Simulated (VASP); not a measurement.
# A vacancy on the Si site in SiNi3, part 3 of 5

Wanted: what a vacancy on the Si site costs in SiNi3 and how the lattice relaxes round it. The start is a cell from a database of measured crystal structures.

VASP 6.6.1, plane waves and PAW; the level of theory is named at each step.

So far. Step 2 (Relaxing the host crystal): The run ended after 3 ionic steps, 0.030 eV below its first step, once forces and stress met EDIFFG = -0.02. Step 3 (The supercell without the defect): The host is treated as a metal, as its relaxation found a gap under 0.3 eV or none, and only the neutral defect is run.

The database entry behind the starting cell differs from later determinations by our own check (an axis about 0.9 % long against later determinations), so it need not match the best structure at ambient conditions.

## 4. Reference Si

This step: PBE; plane waves and PAW (Si) (VASP 6.6.1).

System of this step: Si. It takes space group Fd-3m (No. 227, cubic). The conventional cell has a = 5.430 Å, b = 5.430 Å, c = 5.430 Å, α = 90.00°, β = 90.00°, γ = 90.00°. Nearest to Si lie 4 Si at 2.35 Å.

The reference for Si is its crystal, relaxed at the cutoff of the large cell.

INCAR reads:

```
SYSTEM = Si
PREC = Normal
ENCUT = 300
EDIFF = 1E-05
NELM = 120
ISMEAR = 0
SIGMA = 0.1
LREAL = Auto
ALGO = Fast
GGA = PE
NBANDS = 10
LORBIT = 11
LWAVE = .FALSE.
LCHARG = .FALSE.
KPAR = 4
LASPH = .TRUE.
IBRION = 2
NSW = 25
ISIF = 3
EDIFFG = -0.02
POTIM = 0.4
```

POSCAR reads:

```
Si
1.0
    0.0000000000      2.7150000000      2.7150000000
    2.7150000000      0.0000000000      2.7150000000
    2.7150000000      2.7150000000      0.0000000000
Si
2
Direct
    0.0000000000      0.0000000000      0.0000000000
    0.2500000000      0.2500000000      0.2500000000
```

KPOINTS reads:

```
Automatic mesh
0
Gamma
9 9 9
0 0 0
```

PAW data sets: Si (PBE family, release 64).

Command:

```sh
$ mpirun -np 4 vasp_std
```

Output:

```text
[banner, memory and clock lines left out]
running    4 mpi-ranks, on    1 nodes
 distrk:  each k-point on    1 cores,    4 groups
 distr:  one band on    1 cores,    1 groups

 POSCAR found type information on POSCAR Si
 POSCAR found :  1 types and       2 ions
|                                                                             |
|               ----> ADVICE to this user running VASP <----                  |
|                                                                             |
|     You have a (more or less) 'small supercell' and for smaller cells       |
|     it is recommended to use the reciprocal-space projection scheme!        |
|     The real-space optimization is not efficient for small cells and it     |
|     is also less accurate ...                                               |
|     Therefore, set LREAL=.FALSE. in the INCAR file.                         |
|                                                                             |

 LDA part: xc-table for (Slater+PW92), standard interpolation
 POSCAR, INCAR and KPOINTS ok, starting setup
 FFT: planning ... GRIDC
 FFT: planning ... GRID_SOFT
 FFT: planning ... GRID
 WAVECAR not read
 entering main loop
       N       E                     dE             d eps       ncg     rms          rms(c)
DAV:   1     0.129001174777E+01    0.12900E+01   -0.24564E+03   700   0.402E+02
DAV:   2    -0.107119817859E+02   -0.12002E+02   -0.11491E+02  1016   0.687E+01
DAV:   3    -0.110182162398E+02   -0.30623E+00   -0.30544E+00   880   0.957E+00
DAV:   4    -0.110202240087E+02   -0.20078E-02   -0.20075E-02   876   0.934E-01
DAV:   5    -0.110202363205E+02   -0.12312E-04   -0.12311E-04   870   0.639E-02    0.498E+00
RMM:   6    -0.108954011484E+02    0.12484E+00   -0.43619E-02   700   0.107E+00    0.303E+00
RMM:   7    -0.108383301392E+02    0.57071E-01   -0.97557E-02   707   0.173E+00    0.201E-01
RMM:   8    -0.108398167719E+02   -0.14866E-02   -0.55702E-03   700   0.517E-01    0.729E-02
RMM:   9    -0.108399821880E+02   -0.16542E-03   -0.77228E-04   700   0.187E-01    0.772E-02
RMM:  10    -0.108400322549E+02   -0.50067E-04   -0.14317E-04   700   0.846E-02    0.181E-02
RMM:  11    -0.108400373051E+02   -0.50502E-05   -0.31143E-05   622   0.407E-02
   1 F= -.10840037E+02 E0= -.10840037E+02  d E =-.108400E+02
 curvature:   0.00 expect dE= 0.000E+00 dE for cont linesearch  0.000E+00
 trial: gam= 0.00000 g(F)=  0.350E-44 g(S)=  0.117E-01 ort = 0.000E+00 (trialstep = 0.100E+01)
 search vector abs. value=  0.117E-01
 bond charge predicted
       N       E                     dE             d eps       ncg     rms          rms(c)
DAV:   1    -0.108472962972E+02   -0.72640E-02   -0.13720E-01   760   0.169E+00    0.345E-01
RMM:   2    -0.108449025138E+02    0.23938E-02   -0.16519E-03   700   0.258E-01    0.208E-01
RMM:   3    -0.108436389266E+02    0.12636E-02   -0.15514E-03   700   0.212E-01    0.338E-02
RMM:   4    -0.108436489125E+02   -0.99859E-05   -0.14424E-04   700   0.894E-02    0.419E-02
RMM:   5    -0.108436471163E+02    0.17962E-05   -0.19386E-05   573   0.348E-02
   2 F= -.10843647E+02 E0= -.10843647E+02  d E =-.360981E-02
 trial-energy change:   -0.003610  1 .order   -0.003726   -0.011722    0.004270
 step:   0.7243(harm=  0.7330)  dis= 0.00000  next Energy=   -10.844238 (dE=-0.420E-02)
 bond charge predicted
       N       E                     dE             d eps       ncg     rms          rms(c)
DAV:   1    -0.108445276954E+02   -0.87878E-03   -0.10702E-02   774   0.475E-01    0.917E-02
RMM:   2    -0.108443443662E+02    0.18333E-03   -0.12492E-04   700   0.705E-02    0.551E-02
RMM:   3    -0.108442515094E+02    0.92857E-04   -0.11973E-04   700   0.585E-02    0.975E-03
RMM:   4    -0.108442532491E+02   -0.17397E-05   -0.10801E-05   526   0.242E-02
   3 F= -.10844253E+02 E0= -.10844253E+02  d E =-.421594E-02
 curvature:  -0.37 expect dE=-0.240E-07 dE for cont linesearch -0.240E-07
 trial: gam= 0.00000 g(F)=  0.148E-43 g(S)=  0.657E-07 ort =-0.277E-04 (trialstep = 0.945E+00)
 search vector abs. value=  0.658E-07
 reached required accuracy - stopping structural energy minimisation
```

It took 1.6 s on 4 MPI ranks of Intel Xeon 6975P-C (Granite Rapids), shared host; peak memory 0.38 GiB.

OUTCAR, selected parts (step 4):

```text
  LATTYP: Found a face centered cubic cell.
 ALAT       =     5.4300000000

 Subroutine GETGRP returns: Found 48 space group operations
 (whereof 24 operations were pure point group operations)

The static configuration has the point symmetry T_d .
 The point group associated with its full space group is O_h .

 Found     35 irreducible k-points:

   k-points           NKPTS =     35   k-points in BZ     NKDIM =     35   number of bands    NBANDS=     10

   dimension x,y,z NGX =    16 NGY =   16 NGZ =   16
   dimension x,y,z NGXF=    32 NGYF=   32 NGZF=   32

   ENCUT  =  300.0 eV  22.05 Ry    4.70 a.u.   5.42  5.42  5.42*2*pi/ulx,y,z

   NELECT =       8.0000    total number of electrons

 E-fermi :   5.9497

 k-point     1 :       0.0000    0.0000    0.0000
  band No.  band energies     occupation
      1      -6.1906      2.00000
      2       5.6450      1.99998
      3       5.6451      1.99998
      4       5.6451      1.99998
      5       8.2052      0.00000
      6       8.2052      0.00000
      7       8.2052      0.00000
      8       8.8050      0.00000
      9      13.3851      0.00000
    ...

 k-point     2 :       0.1111    0.0000    0.0000
  band No.  band energies     occupation
      1      -6.0317      2.00000
      2       4.3032      2.00000
      3       5.4105      2.00000
      4       5.4105      2.00000
      5       8.1421      0.00000
      6       8.5471      0.00000
      7       8.5471      0.00000
      8       9.9574      0.00000
      9      12.9661      0.00000
    ...

  Total       -0.0010652     -0.0010652     -0.0010652      0.0000000      0.0000000     -0.0000000
  in kB       -0.0418454     -0.0418454     -0.0418454      0.0000000      0.0000000     -0.0000000
  external PRESSURE =      -0.0418454 kB  Pullay stress =       0.0000000 kB

  energy-cutoff  :      300.00
  volume of cell :       40.79
      direct lattice vectors                 reciprocal lattice vectors
     0.000000000  2.732075121  2.732075121    -0.183011073  0.183011073  0.183011073
     2.732075121  0.000000000  2.732075121     0.183011073 -0.183011073  0.183011073
     2.732075121  2.732075121  0.000000000     0.183011073  0.183011073 -0.183011073

 POSITION                                       TOTAL-FORCE (eV/Angst)
 -----------------------------------------------------------------------------------
      0.00000      0.00000      0.00000         0.000000      0.000000      0.000000
      1.36604      1.36604      1.36604        -0.000000     -0.000000     -0.000000
 -----------------------------------------------------------------------------------
    total drift:                                0.000000      0.000000      0.000000

  FREE ENERGIE OF THE ION-ELECTRON SYSTEM (eV)
  ---------------------------------------------------
  free  energy   TOTEN  =       -10.8442532491 eV

  energy  without entropy=      -10.8442532050  energy(sigma->0) =      -10.84425323

 total charge
# of ion       s       p       d       tot
------------------------------------------
    1        0.752   0.934   0.000   1.685
    2        0.752   0.934   0.000   1.685
--------------------------------------------------
tot          1.503   1.867   0.000   3.370

[... 1 part as in an earlier step ...]

[... 7 further parts left out ...]
```

The gap is read on the k-mesh alone, so it is an upper bound where the band edges lie off the mesh.

Relaxation path:

```
step  energy less that of the first step (eV)  largest force (eV/Å)  pressure (GPa)  volume (Å³)
   1                                   0.0000                0.0000            1.80        40.03
   2                                  -0.0036                0.0000           -0.64        41.08
   3                                  -0.0042                0.0000            0.00        40.79
```

```
conventional cell, symmetrised  before  after  change
                         a (Å)   5.430  5.464  +0.6 %
                         b (Å)   5.430  5.464  +0.6 %
                         c (Å)   5.430  5.464  +0.6 %
              volume (Å³/atom)   20.01  20.39  +1.9 %
```

Final coordinates:

```xyz
2
Lattice="0.0000 2.7321 2.7321 2.7321 0.0000 2.7321 2.7321 2.7321 0.0000" Properties=species:S:1:pos:R:3 pbc="T T T"
Si    0.0000    0.0000    0.0000
Si    1.3660    1.3660    1.3660
```

This step gave:

```yaml
electronic_cycles: 20
electrons: 8
free_energy_toten: -10.84 eV
fermi_energy: 5.950 eV
labelled_metallic_from_the_levels_on_this_mesh: no
gap_on_the_k_mesh: 0.6199 eV
least_direct_gap_on_the_k_mesh: 2.560 eV
```

The run ended after 3 ionic steps, 0.004 eV below its first step, once forces and stress met EDIFFG = -0.02.

Energy at zero smearing: -10.84425 eV.

## 5. Reference Ni

This step: PBE, spin-polarised from a ferromagnetic start (one magnetic atom a cell); plane waves and PAW (Ni) (VASP 6.6.1).

System of this step: Ni. It takes space group Fm-3m (No. 225, cubic). Conventional cell: a = 3.520 Å, b = 3.520 Å, c = 3.520 Å, α = 90.00°, β = 90.00°, γ = 90.00°. Nearest to Ni lie 12 Ni at 2.49 Å.

Ni is not exchanged here; its energy serves the host's formation enthalpy.

INCAR reads:

```
SYSTEM = Ni
PREC = Normal
ENCUT = 300
EDIFF = 1E-05
NELM = 120
ISMEAR = 1
SIGMA = 0.1
LREAL = Auto
ALGO = Fast
GGA = PE
NBANDS = 12
ISPIN = 2
MAGMOM = 0.7
LASPH = .TRUE.
LMAXMIX = 4
LORBIT = 11
LWAVE = .FALSE.
LCHARG = .FALSE.
KPAR = 4
IBRION = 2
NSW = 25
ISIF = 3
EDIFFG = -0.02
POTIM = 0.4
```

POSCAR reads:

```
Ni
1.0
    0.0000000000      1.7600000000      1.7600000000
    1.7600000000      0.0000000000      1.7600000000
    1.7600000000      1.7600000000      0.0000000000
Ni
1
Direct
    0.0000000000      0.0000000000      0.0000000000
```

KPOINTS reads:

```
Automatic mesh
0
Gamma
13 13 13
0 0 0
```

PAW data sets: Ni (PBE family, release 64).

Command:

```sh
$ mpirun -np 4 vasp_std
```

Output:

```text
[banner, memory and clock lines left out]
running    4 mpi-ranks, on    1 nodes
 distrk:  each k-point on    1 cores,    4 groups
 distr:  one band on    1 cores,    1 groups

 POSCAR found type information on POSCAR Ni
 POSCAR found :  1 types and       1 ions
 [... a notice as in an earlier step ...]

 LDA part: xc-table for (Slater+PW92), standard interpolation
 POSCAR, INCAR and KPOINTS ok, starting setup
 FFT: planning ... GRIDC
 FFT: planning ... GRID_SOFT
 FFT: planning ... GRID
 WAVECAR not read
 entering main loop
       N       E                     dE             d eps       ncg     rms          rms(c)
DAV:   1     0.182416799681E+02    0.18242E+02   -0.32820E+03  4520   0.697E+02
DAV:   2    -0.598105181574E+01   -0.24223E+02   -0.22616E+02  4392   0.125E+02
DAV:   3    -0.649180374274E+01   -0.51075E+00   -0.50880E+00  4592   0.205E+01
DAV:   4    -0.649471510140E+01   -0.29114E-02   -0.29110E-02  4668   0.136E+00
DAV:   5    -0.649476170500E+01   -0.46604E-04   -0.46602E-04  4720   0.165E-01    0.975E+00
RMM:   6    -0.580678620979E+01    0.68798E+00   -0.25525E+00  4032   0.199E+01    0.627E+00
RMM:   7    -0.550608626509E+01    0.30070E+00   -0.38098E-01  4032   0.773E+00    0.214E+00
RMM:   8    -0.548555321627E+01    0.20533E-01   -0.70711E-03  4092   0.706E-01    0.944E-01
RMM:   9    -0.548385391159E+01    0.16993E-02   -0.11415E-03  4187   0.279E-01    0.226E-01
RMM:  10    -0.548341165725E+01    0.44225E-03   -0.32464E-04  4037   0.221E-01    0.432E-02
RMM:  11    -0.548341036304E+01    0.12942E-05   -0.57912E-05  3740   0.603E-02
   1 F= -.54834104E+01 E0= -.54834468E+01  d E =-.548341E+01  mag=     0.6271
 curvature:   0.00 expect dE= 0.000E+00 dE for cont linesearch  0.000E+00
 trial: gam= 0.00000 g(F)=  0.235E-64 g(S)=  0.303E-02 ort = 0.000E+00 (trialstep = 0.100E+01)
 search vector abs. value=  0.303E-02
 bond charge predicted
       N       E                     dE             d eps       ncg     rms          rms(c)
DAV:   1    -0.554688809152E+01   -0.63476E-01   -0.85199E-01  5088   0.123E+01    0.214E+00
RMM:   2    -0.550265103406E+01    0.44237E-01   -0.12777E-01  4032   0.442E+00    0.125E+00
RMM:   3    -0.548353880713E+01    0.19112E-01   -0.20280E-02  4032   0.178E+00    0.389E-01
RMM:   4    -0.548211728030E+01    0.14215E-02   -0.29873E-04  4043   0.157E-01    0.170E-01
RMM:   5    -0.548198821134E+01    0.12907E-03   -0.11814E-04  4034   0.125E-01    0.455E-02
RMM:   6    -0.548197412905E+01    0.14082E-04   -0.61452E-05  4053   0.939E-02    0.232E-02
RMM:   7    -0.548197419869E+01   -0.69634E-07   -0.68024E-06  2986   0.195E-02
   2 F= -.54819742E+01 E0= -.54820129E+01  d E =0.143616E-02  mag=     0.6259
[...]
3 F= -.54832873E+01 E0= -.54833246E+01  d E =0.123070E-03  mag=     0.6263
 curvature:  -0.26 expect dE=-0.853E-04 dE for cont linesearch -0.853E-04
 ZBRENT: interpolating
 opt :   0.3881  next Energy=    -5.483351 (dE= 0.590E-04)
 bond charge predicted
       N       E                     dE             d eps       ncg     rms          rms(c)
DAV:   1    -0.548456750983E+01   -0.12748E-02   -0.14812E-02  5000   0.164E+00    0.284E-01
RMM:   2    -0.548382976242E+01    0.73775E-03   -0.22272E-03  4032   0.579E-01    0.174E-01
RMM:   3    -0.548347000872E+01    0.35975E-03   -0.36400E-04  4006   0.239E-01    0.511E-02
RMM:   4    -0.548344565733E+01    0.24351E-04   -0.53048E-06  2992   0.211E-02    0.236E-02
RMM:   5    -0.548344350888E+01    0.21485E-05   -0.17319E-06  2655   0.145E-02
   4 F= -.54834435E+01 E0= -.54834803E+01  d E =-.331458E-04  mag=     0.6270
 curvature:  -0.19 expect dE=-0.408E-05 dE for cont linesearch -0.408E-05
 trial: gam= 0.00000 g(F)=  0.209E-70 g(S)=  0.210E-04 ort =-0.252E-03 (trialstep = 0.878E+00)
 search vector abs. value=  0.210E-04
 reached required accuracy - stopping structural energy minimisation
```

It took 5.6 s on 4 MPI ranks; peak memory 0.41 GiB.

From OUTCAR (step 5):

```text
   k-points           NKPTS =     84   k-points in BZ     NKDIM =     84   number of bands    NBANDS=     12

   ENCUT  =  300.0 eV  22.05 Ry    4.70 a.u.   3.52  3.52  3.52*2*pi/ulx,y,z

   NELECT =      10.0000    total number of electrons

 E-fermi :   9.4724

 spin component 1
 k-point     1 :       0.0000    0.0000    0.0000
  band No.  band energies     occupation
    ...
      2       7.0098      1.00000
      3       7.0098      1.00000
      4       7.0098      1.00000
      5       8.2032      1.00000
      6       8.2032      1.00000
      7      33.2236      0.00000
      8      37.1252      0.00000
      9      37.1253      0.00000
     10      37.1253      0.00000
     11      40.1118      0.00000
    ...

 k-point     2 :       0.0769    0.0000    0.0000
  band No.  band energies     occupation
    ...
      2       6.9508      1.00000
      3       7.0607      1.00000
      4       7.0607      1.00000
      5       8.1822      1.00000
      6       8.1822      1.00000
      7      32.3514      0.00000
      8      34.9323      0.00000
      9      36.6196      0.00000
     10      36.6197      0.00000
     11      40.8775      0.00000
    ...

  Total        0.0134678      0.0134678      0.0134678     -0.0000000      0.0000000      0.0000000
  in kB        1.9934157      1.9934157      1.9934157     -0.0000000      0.0000000      0.0000000
  external PRESSURE =       1.9934157 kB  Pullay stress =       0.0000000 kB

 POSITION                                       TOTAL-FORCE (eV/Angst)
 -----------------------------------------------------------------------------------
      0.00000      0.00000      0.00000         0.000000      0.000000      0.000000
 -----------------------------------------------------------------------------------
    total drift:                               -0.000000      0.000000     -0.000000

  FREE ENERGIE OF THE ION-ELECTRON SYSTEM (eV)
  ---------------------------------------------------
  free  energy   TOTEN  =        -5.4834435089 eV

  energy  without entropy=       -5.4835539132  energy(sigma->0) =       -5.48348031

 magnetization (x)
# of ion       s       p       d       tot
------------------------------------------
    1       -0.006  -0.024   0.668   0.639

[... 2 parts as in an earlier step ...]

[... 19 further parts left out ...]
```

CONTCAR:

```
Ni
   1.00000000000000
    -0.0000000000000000    1.7557370704866835    1.7557370704866835
     1.7557370704866835    0.0000000000000000    1.7557370704866835
     1.7557370704866835    1.7557370704866835    0.0000000000000000
  Ni
     1
Direct
     0.0000000000000000    0.0000000000000000    0.0000000000000000
```

The cell holds one magnetic atom, so no antiferromagnetic order fits into it.

Step by step:

```
step  energy less that of the first step (eV)  largest force (eV/Å)  pressure (GPa)  volume (Å³)
   1                                   0.0000                0.0000           -2.38        10.90
   2                                   0.0014                0.0000            2.27        10.70
   3                                   0.0001                0.0000            0.79        10.80
   4                                   0.0000                0.0000            0.20        10.82
```

```
conventional cell, symmetrised  before  after  change
                         a (Å)   3.520  3.511  -0.2 %
                         b (Å)   3.520  3.511  -0.2 %
                         c (Å)   3.520  3.511  -0.2 %
              volume (Å³/atom)   10.90  10.82  -0.7 %
```

Final coordinates:

```cif
data_structure
_symmetry_space_group_name_H-M 'P 1'
_symmetry_Int_Tables_number 1
_cell_length_a 2.4830
_cell_length_b 2.4830
_cell_length_c 2.4830
_cell_angle_alpha 60.000
_cell_angle_beta 60.000
_cell_angle_gamma 60.000
_cell_volume 10.82
loop_
_atom_site_label
_atom_site_type_symbol
_atom_site_fract_x
_atom_site_fract_y
_atom_site_fract_z
_atom_site_occupancy
Ni1 Ni 0.00000 0.00000 0.00000 1
```

This step gave:

* electronic cycles: 29
* electrons: 10
* free energy (TOTEN): -5.483 eV
* Fermi energy: 9.472 eV
* moment of the cell, from the last line of the log: 0.627 μB
* labelled metallic, from the levels on this mesh: yes

Spin moment in the PAW sphere by atom:

```
atom  spin moment in the PAW sphere (μB)
 Ni1                               0.639
```

The run ended after 4 ionic steps, 0.000 eV below its first step, once forces and stress met EDIFFG = -0.02.

Energy at zero smearing: -5.48348 eV.

[end of part 3 of 5]

[Lines on the potential files, build, host, timing and source positions are cut from VASP's logs without a mark.]

[Logs are printed without paths, hosts, clocks, repeated set-up lines and the standing remarks that a program may print on its own settings, such as how far it seeks lower states.]

[Hosts, paths, dates, database ids (printed as entryN), source tags and the programs' standing remarks are cut or masked in the printed files.]

[In band tables of VASP the shares of atoms and orbitals are scaled to a sum of 1 inside the atoms' spheres.]

[Runs that stopped without an error message from VASP are left out.]
